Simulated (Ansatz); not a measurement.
## SnO2: random displacements

All numbers below come from Ansatz 0.2.0, DFT LDA, scalar-relativistic, plane waves, PAW. The runs took a 420 eV cutoff, a Γ-centred 6×6×8 mesh and Gaussian smearing (0.05 eV). No spin polarisation. Energies are free energies at this smearing, counted from the undisturbed cell; pressure is positive in compression.

The starting cell (relaxed at this level):

```
CELL_PARAMETERS angstrom
4.72127 0.00000 0.00000
0.00000 4.72425 0.00000
0.00000 0.00000 3.19002
ATOMIC_POSITIONS crystal
Sn 0.50000 0.50000 0.50000
Sn 0.00000 0.00000 0.00000
O 0.30557 0.30657 0.00000
O 0.80557 0.19343 0.50000
O 0.19443 0.80657 0.50000
O 0.69443 0.69343 0.00000
```

The atoms are displaced (Å, in the unstrained cell):

| atom | ux | uy | uz |
| --- | --- | --- | --- |
| Sn1 | 0.045 | -0.067 | -0.111 |
| Sn2 | 0.173 | 0.097 | 0.063 |
| O3 | -0.062 | -0.082 | -0.026 |
| O4 | -0.060 | 0.019 | 0.052 |
| O5 | 0.038 | -0.033 | 0.140 |
| O6 | -0.132 | 0.066 | -0.119 |

The cell is not strained.

Q: What are the energy change, the stress and the forces?

A: ΔE = 239.4 meV/atom; stress (xx, yy, zz, yz, xz, xy; compression positive) (11.93, 13.50, -2.32, 0.66, -0.04, 10.36) GPa; gap on the mesh 0.82 eV.
```tsv
atom	Fx (eV/Å)	Fy	Fz
Sn1	-0.65	2.51	0.43
Sn2	-6.62	-6.25	0.84
O3	4.88	5.31	-0.35
O4	2.01	-1.59	-0.29
O5	-0.57	0.02	-1.61
O6	0.96	0.00	0.98
```

Cost: 1 run of about 0.23 core-minutes, on AMD EPYC 9R45 (Zen 5) (shared hosts).